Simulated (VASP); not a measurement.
# RbBr (Pm-3m) in VASP: further runs

Runs on RbBr. Level: r2SCAN. Tasks: equation of state.

Program: VASP 6.6.1. These are calculated values, not measurements. Logs are shortened: lines on timing, memory, paths and dates and some standing lists are left out, and cuts for length are marked.

### Step 1. The undisturbed crystal

The structure is cubic, space group Pm-3m (No. 221). Conventional cell: a = 4.126 Å, b = 4.126 Å, c = 4.126 Å, α = 90.00°, β = 90.00°, γ = 90.00°. Around Rb (site symmetry m-3m) lie 8 Br at 3.57 Å. Br (site symmetry m-3m) is surrounded by 8 Rb at 3.57 Å.

The cell comes from a database or a generator and needn't be the stable form of this composition.

### Step 2. Equation of state, r2SCAN, 34.07 Å³/atom

The input, INCAR:

```
PREC = Accurate
ENCUT = 900
EDIFF = 1E-8
ISMEAR = 0
SIGMA = 0.02
LREAL = False
LASPH = True
NELM = 100
ALGO = Normal
ISIF = 2
LWAVE = False
LCHARG = False
METAGGA = R2SCAN
LMIXTAU = True
ADDGRID = False
```

The input, KPOINTS:

```
regular mesh
0
Gamma
  9 9 9
```

The input, POSCAR:

```
RbBr
1.0
    4.0843969018      0.0000000000      0.0000000000
    0.0000000000      4.0843969018      0.0000000000
    0.0000000000      0.0000000000      4.0843969018
Rb Br
1 1
Direct
    0.0000000000      0.0000000000      0.0000000000
    0.5000000000      0.5000000000      0.5000000000
```

Potentials or basis: VASP PAW PBE potentials, release 64 (Rb_sv, Br).

On the command line:

```bash
$ cat potpaw_PBE.64/Rb_sv/POTCAR potpaw_PBE.64/Br/POTCAR > POTCAR
$ mpirun -np 1 vasp_std > vasp.out
```

OUTCAR:

```text
PREC = Accurate
   ENCUT = 900
   EDIFF = 1E-8
   ISMEAR = 0
   LREAL = False
   LASPH = True
   NELM = 100
   ISIF = 2
   METAGGA = R2SCAN

 ion  position               nearest neighbor table
   1  0.000  0.000  0.000-   2 3.54   2 3.54   2 3.54   2 3.54   2 3.54   2 3.54   2 3.54   2 3.54

   2  0.500  0.500  0.500-   1 3.54   1 3.54   1 3.54   1 3.54   1 3.54   1 3.54   1 3.54   1 3.54

  LATTYP: Found a simple cubic cell.
 ALAT       =     4.0843969018

  Lattice vectors:

 A1 = (   4.0843969018,   0.0000000000,   0.0000000000)
 A2 = (   0.0000000000,   4.0843969018,   0.0000000000)
 A3 = (   0.0000000000,   0.0000000000,   4.0843969018)

Analysis of symmetry for initial positions (statically):
=====================================================================
 Subroutine PRICEL returns:
 Original cell was already a primitive cell.

 Routine SETGRP: Setting up the symmetry group for a
 simple cubic supercell.

 Subroutine GETGRP returns: Found 48 space group operations
 (whereof 48 operations were pure point group operations)
 out of a pool of 48 trial point group operations.

The static configuration has the point symmetry O_h .

Analysis of symmetry for dynamics (positions and initial velocities):
=====================================================================
 Subroutine PRICEL returns:
 Original cell was already a primitive cell.

 Routine SETGRP: Setting up the symmetry group for a
 simple cubic supercell.

 Subroutine GETGRP returns: Found 48 space group operations
 (whereof 48 operations were pure point group operations)
 out of a pool of 48 trial point group operations.

The dynamic configuration has the point symmetry O_h .

 Subroutine INISYM returns: Found 48 space group operations
 (whereof 48 operations are pure point group operations),
 and found     1 'primitive' translations

----------------------------------------------------------------------------------------

                                     Primitive cell

  volume of cell :      68.1371

  direct lattice vectors                    reciprocal lattice vectors
     4.084396902  0.000000000  0.000000000     0.244834188  0.000000000  0.000000000
     0.000000000  4.084396902  0.000000000     0.000000000  0.244834188  0.000000000
     0.000000000  0.000000000  4.084396902     0.000000000  0.000000000  0.244834188

  length of vectors
     4.084396902  4.084396902  4.084396902     0.244834188  0.244834188  0.244834188

  position of ions in fractional coordinates (direct lattice)
     0.000000000  0.000000000  0.000000000
     0.500000000  0.500000000  0.500000000

  ion indices of the primitive-cell ions
   primitive index   ion index
                 1           1
                 2           2

----------------------------------------------------------------------------------------

 KPOINTS: regular mesh

Automatic generation of k-mesh.
 Grid dimensions read from file:
 generate k-points for:    9    9    9

 Generating k-lattice:

  Cartesian coordinates                     Fractional coordinates (reciprocal lattice)
     0.027203799  0.000000000  0.000000000     0.111111111  0.000000000  0.000000000
     0.000000000  0.027203799  0.000000000     0.000000000  0.111111111  0.000000000
     0.000000000  0.000000000  0.027203799     0.000000000  0.000000000  0.111111111

  Length of vectors
     0.027203799  0.027203799  0.027203799

  Shift w.r.t. Gamma in fractional coordinates (k-lattice)
     0.000000000  0.000000000  0.000000000

 Subroutine IBZKPT returns following result:
 ===========================================

 Found     35 irreducible k-points:

 Following reciprocal coordinates:
            Coordinates               Weight
  0.000000  0.000000  0.000000      1.000000
  0.111111  0.000000  0.000000      6.000000
  0.222222  0.000000  0.000000      6.000000
  0.333333  0.000000  0.000000      6.000000
  0.444444  0.000000  0.000000      6.000000
  0.111111  0.111111  0.000000     12.000000
[... 16 lines left out ...]
  0.333333  0.333333  0.111111     24.000000
  0.444444  0.333333  0.111111     48.000000
 [... further k-points ...]
   k-points           NKPTS =     35   k-points in BZ     NKDIM =     35   number of bands    NBANDS=     12
   number of dos      NEDOS =    301   number of ions     NIONS =      2
   total plane-waves  NPLWV =  64000
   dimension x,y,z NGX =    40 NGY =   40 NGZ =   40
   dimension x,y,z NGXF=    80 NGYF=   80 NGZF=   80
   ions per type =               1   1
   NGX,Y,Z   is equivalent  to a cutoff of  16.28, 16.28, 16.28 a.u.
   NGXF,Y,Z  is equivalent  to a cutoff of  32.56, 32.56, 32.56 a.u.
 SYSTEM =  unknown system
   PREC   = accura    normal or accurate (medium, high low for compatibility)
   ISTART =      0    job   : 0-new  1-cont  2-samecut
   ICHARG =      2    charge: 1-file 2-atom 10-const
   ISPIN  =      1    spin polarized calculation?
   LNONCOLLINEAR =      F non collinear calculations
   LSORBIT =      F    spin-orbit coupling
   LASPH  =      T    aspherical Exc in radial PAW
   ENCUT  =  900.0 eV  66.15 Ry    8.13 a.u.   9.99  9.99  9.99*2*pi/ulx,y,z
   NELM   =    100;   NELMIN=  2; NELMDL= -5     # of ELM steps
   EDIFF  = 0.1E-07   stopping-criterion for ELM
   LREAL  =      F    real-space projection
   EDIFFG = 0.1E-06   stopping-criterion for IOM
   NSW    =      0    number of steps for IOM
   IBRION =     -1    ionic relax: 0-MD 1-quasi-New 2-CG
   NFREE  =      0    steps in history (QN), initial steepest desc. (CG)
   ISIF   =      2    stress and relaxation
   ISYM   =      2    0-nonsym 1-usesym 2-fastsym
   POTIM  = 0.5000    time-step for ionic-motion
   TEBEG  =    0.0;   TEEND  =   0.0 temperature during run
   PSTRESS=    0.0 pullay stress
   NELECT =      16.0000    total number of electrons
   NUPDOWN=      -1.0000    fix difference up-down
   EMIN   =  10.00;   EMAX   =-10.00  energy-range for DOS
   EFERMI =   0.00;   METHOD = LEGACY
   ISMEAR =     0;   SIGMA  =   0.02  broadening in eV -4-tet -1-fermi 0-gaus
   EFERMI_NEDOS =   21; number of points for ismear=-14 and -15
   IALGO  =     38    algorithm
   IMIX   =      4    mixing-type and parameters
     AMIX     =   0.40;   BMIX     =  1.00
     AMIX_MAG =   1.60;   BMIX_MAG =  1.00
  volume/ion in A,a.u.               =      34.07       229.91
  Fermi-wavevector in a.u.,A,eV,Ry     =   1.009997  1.908618 13.879229  1.020095
  Thomas-Fermi vector in A             =   2.142960
   LORBIT       =      0    0 simple, 1 ext, 2 COOP (PROOUT), +10 PAW based schemes
   METAGGA = R2SCAN    functional components
   LHFCALC =     F    Hartree Fock is set to
   AEXX    =    0.0000 exact exchange contribution
   IVDW    =     0    specifies the selected vdW correction
   LEPSILON=     F    determine dielectric tensor
   LRPA    =     F    only Hartree local field effects (RPA)
 non-spin polarized calculation
 Gauss-broadening in eV      SIGMA  =   0.02
  energy-cutoff  :      900.00
  volume of cell :       68.14
 maximum number of plane-waves:      4200
 NGX is ok and might be reduce to    40
   NGX = 19   NGY = 19   NGZ = 19

 number of electron      16.0000000 magnetization

 Free energy of the ion-electron system (eV)
  ---------------------------------------------------
  ext. energy  EPLUGINS =         0.00000000
  ---------------------------------------------------
  free energy    TOTEN  =       -31.10795795 eV

  energy without entropy =      -31.10795795  energy(sigma->0) =      -31.10795795

 E-fermi :  -0.7462     XC(G=0):  -8.4655

 val. band max:       -0.9164882247   @ k =   0.4444   0.4444   0.0000
 cond. band min:       4.0498908969   @ k =   0.0000   0.0000   0.0000
 fundamental gap:      4.9663791216
 Fermi energy:        -0.7461986620

 k-point     1 :       0.0000    0.0000    0.0000
  band No.  band energies     occupation
      1     -26.7469      2.00000
      2     -14.0115      2.00000
      3     -10.1789      2.00000
      4     -10.1789      2.00000
      5     -10.1789      2.00000
      6      -1.0562      2.00000
      7      -1.0562      2.00000
      8      -1.0562      2.00000
      9       4.0499      0.00000
     10       5.1787      0.00000
     11       5.1787      0.00000
     12       9.9018      0.00000

 k-point     2 :       0.1111    0.0000    0.0000
  band No.  band energies     occupation
      1     -26.7441      2.00000
      2     -14.0106      2.00000
      3     -10.1963      2.00000
      4     -10.1727      2.00000
      5     -10.1727      2.00000
      6      -1.3068      2.00000
      7      -1.0655      2.00000
      8      -1.0655      2.00000
      9       4.3676      0.00000
     10       5.2774      0.00000
     11       5.4784      0.00000
     12       9.8300      0.00000

 k-point     3 :       0.2222    0.0000    0.0000
  band No.  band energies     occupation
      1     -26.7370      2.00000
      2     -14.0093      2.00000
      3     -10.2372      2.00000
      4     -10.1570      2.00000
      5     -10.1570      2.00000
      6      -1.8450      2.00000
      7      -1.0897      2.00000
      8      -1.0897      2.00000
      9       5.1249      0.00000
     10       5.5664      0.00000
     11       6.2693      0.00000
     12       9.7147      0.00000
[... 286 lines left out ...]
 k-point    23 :       0.3333    0.3333    0.1111
  band No.  band energies     occupation
      1     -26.7098      2.00000
      2     -13.8765      2.00000
      3     -10.4243      2.00000
      4     -10.3375      2.00000
      5     -10.1505      2.00000
      6      -2.0564      2.00000
      7      -1.8474      2.00000
      8      -1.1764      2.00000
      9       5.9472      0.00000
     10       6.7021      0.00000
     11       7.9984      0.00000
     12       8.3094      0.00000

 k-point    24 :       0.4444    0.3333    0.1111
  band No.  band energies     occupation
      1     -26.7049      2.00000
      2     -13.8415      2.00000
      3     -10.4547      2.00000
      4     -10.4033      2.00000
      5     -10.1420      2.00000
      6      -2.1614      2.00000
      7      -1.8546      2.00000
      8      -1.1435      2.00000
      9       5.7231      0.00000
     10       6.6340      0.00000
     11       7.9020      0.00000
     12       8.1891      0.00000

 [... further k-points ...]

------------------------ aborting loop because EDIFF is reached ----------------------------------------

  FORCE on cell =-STRESS in cart. coord.  units (eV):
  Direction    XX          YY          ZZ          XY          YZ          ZX
  --------------------------------------------------------------------------------------
  -------------------------------------------------------------------------------------
  Total        0.2650842      0.2650842      0.2650842     -0.0000000     -0.0000000      0.0000000
  in kB        6.2331932      6.2331932      6.2331932     -0.0000000     -0.0000000      0.0000000
  external PRESSURE =       6.2331932 kB  Pullay stress =       0.0000000 kB

 VOLUME and BASIS-vectors are now :
 -----------------------------------------------------------------------------
  energy-cutoff  :      900.00
  volume of cell :       68.14
      direct lattice vectors                 reciprocal lattice vectors
     4.084396902  0.000000000  0.000000000     0.244834188  0.000000000  0.000000000
     0.000000000  4.084396902  0.000000000     0.000000000  0.244834188  0.000000000
     0.000000000  0.000000000  4.084396902     0.000000000  0.000000000  0.244834188

 POSITION                                       TOTAL-FORCE (eV/Angst)
 -----------------------------------------------------------------------------------
      0.00000      0.00000      0.00000         0.000000      0.000000      0.000000
      2.04220      2.04220      2.04220         0.000000      0.000000      0.000000
 -----------------------------------------------------------------------------------
    total drift:                                0.000000      0.000000     -0.000000

  FREE ENERGIE OF THE ION-ELECTRON SYSTEM (eV)
  ---------------------------------------------------
  free  energy   TOTEN  =       -31.1079579549 eV

  energy  without entropy=      -31.1079579549  energy(sigma->0) =      -31.10795795
```

Run time: 2.1 min. Hardware: 1 thread of Intel Xeon 6975P-C (Granite Rapids), shared host; peak memory 0.3 GiB.

Results:

* Free energy: -31.1080 eV
* Pressure: 0.6 GPa
* Band gap on the k mesh: 4.97 eV, indirect (least direct gap 5.11 eV)

Caveat: the PAW data sets were made with another functional, which shifts forces and pressure a little; an odd mesh through Γ misses points on the zone boundary, where band edges often lie.

### Step 3. Equation of state, r2SCAN, 36.18 Å³/atom

INCAR is that of step 2.

KPOINTS is that of step 2.

The input, POSCAR:

```
RbBr
1.0
    4.1669322075      0.0000000000      0.0000000000
    0.0000000000      4.1669322075      0.0000000000
    0.0000000000      0.0000000000      4.1669322075
Rb Br
1 1
Direct
    0.0000000000      0.0000000000      0.0000000000
    0.5000000000      0.5000000000      0.5000000000
```

Potentials or basis: VASP PAW PBE potentials, release 64 (Rb_sv, Br).

On the command line:

```bash
$ cat potpaw_PBE.64/Rb_sv/POTCAR potpaw_PBE.64/Br/POTCAR > POTCAR
$ mpirun -np 1 vasp_std > vasp.out
```

Wall time 2.8 min (1 thread of Intel Xeon 6975P-C (Granite Rapids), shared host); peak memory 0.33 GiB.

It converged, with:

| Property | Result |
| --- | --- |
| Free energy | -31.1098 eV |
| Pressure | -0.4 GPa |
| Band gap on the k mesh | 4.74 eV, indirect (least direct gap 4.88 eV) |

Caveat: the PAW data sets were made with another functional, which shifts forces and pressure a little; an odd mesh through Γ misses points on the zone boundary, where band edges often lie.

### Step 4. Equation of state, r2SCAN, 34.07 Å³/atom

Edit INCAR of step 3 so:

```diff
@@ -1,6 +1,6 @@
 PREC = Accurate
-ENCUT = 900
-EDIFF = 1E-8
+ENCUT = 250
+EDIFF = 1E-6
 ISMEAR = 0
-SIGMA = 0.02
+SIGMA = 0.05
 LREAL = False
```

The input, KPOINTS:

```
regular mesh
0
Gamma
  2 2 2
```

The input, POSCAR:

```
RbBr
1.0
    4.0843969018      0.0000000000      0.0000000000
    0.0000000000      4.0843969018      0.0000000000
    0.0000000000      0.0000000000      4.0843969018
Rb Br
1 1
Direct
    0.0000000000      0.0000000000      0.0000000000
    0.5000000000      0.5000000000      0.5000000000
```

On the command line:

```bash
$ cat potpaw_PBE.64/Rb_sv/POTCAR potpaw_PBE.64/Br/POTCAR > POTCAR
$ mpirun -np 1 vasp_std > vasp.out
```

Wall time 9.2 s (1 thread of Intel Xeon 6975P-C (Granite Rapids), shared host); peak memory 0.13 GiB.

These settings aren't checked as converged: the numbers below hold their error.

What came out:

```yaml
Free_energy: -30.8859 eV
Band_gap_on_the_k_mesh: 4.86 eV, indirect (least direct gap 5.02 eV)
```

Caveat: the k mesh is coarse (spacing up to 0.77 Å⁻¹), so the values aren't converged; the cutoff is under 1.25 times the usual one of these potentials, so pressure, stress and relaxed cells hold a basis-set (Pulay) error; the PAW data sets were made with another functional, which shifts forces and pressure a little.

### Step 5. Equation of state, r2SCAN, 36.18 Å³/atom

INCAR is that of step 4.

KPOINTS is that of step 4.

The input, POSCAR:

```
RbBr
1.0
    4.1669322075      0.0000000000      0.0000000000
    0.0000000000      4.1669322075      0.0000000000
    0.0000000000      0.0000000000      4.1669322075
Rb Br
1 1
Direct
    0.0000000000      0.0000000000      0.0000000000
    0.5000000000      0.5000000000      0.5000000000
```

On the command line:

```bash
$ cat potpaw_PBE.64/Rb_sv/POTCAR potpaw_PBE.64/Br/POTCAR > POTCAR
$ mpirun -np 1 vasp_std > vasp.out
```

It took 8.4 s on 1 thread of Intel Xeon 6975P-C (Granite Rapids), shared host; peak memory 0.13 GiB.

The run converged, but some of its settings lie outside the range that counts as converged, so its numbers aren't taken as properties of the crystal.

Results:

```yaml
Free_energy: -30.9160 eV
Band_gap_on_the_k_mesh: 4.64 eV, indirect (least direct gap 4.80 eV)
```

Caveat: the k mesh is coarse (spacing up to 0.75 Å⁻¹), so the values aren't converged; the cutoff is under 1.25 times the usual one of these potentials, so pressure, stress and relaxed cells hold a basis-set (Pulay) error; the PAW data sets were made with another functional, which shifts forces and pressure a little.

### Step 6. Equation of state, r2SCAN, 34.07 Å³/atom

Edit INCAR of step 5 so:

```diff
@@ -1,3 +1,3 @@
 PREC = Accurate
-ENCUT = 250
+ENCUT = 300
 EDIFF = 1E-6
```

KPOINTS is that of step 5.

The input, POSCAR:

```
RbBr
1.0
    4.0843969018      0.0000000000      0.0000000000
    0.0000000000      4.0843969018      0.0000000000
    0.0000000000      0.0000000000      4.0843969018
Rb Br
1 1
Direct
    0.0000000000      0.0000000000      0.0000000000
    0.5000000000      0.5000000000      0.5000000000
```

Potentials or basis: VASP PAW PBE potentials, release 64 (Rb_sv, Br).

On the command line:

```bash
$ cat potpaw_PBE.64/Rb_sv/POTCAR potpaw_PBE.64/Br/POTCAR > POTCAR
$ mpirun -np 1 vasp_std > vasp.out
```

Wall time 9.3 s (1 thread of Intel Xeon 6975P-C (Granite Rapids), shared host); peak memory 0.13 GiB.

The run converged, but some of its settings lie outside the range that counts as converged, so its numbers aren't taken as properties of the crystal.

What came out:

- Free energy: -30.8827 eV
- Pressure: 1.8 GPa
- Band gap on the k mesh: 4.86 eV, indirect (least direct gap 5.02 eV)

Caveat: the k mesh is coarse (spacing up to 0.77 Å⁻¹), so the values aren't converged; the PAW data sets were made with another functional, which shifts forces and pressure a little.

(Part 1 of 7 ends here.)
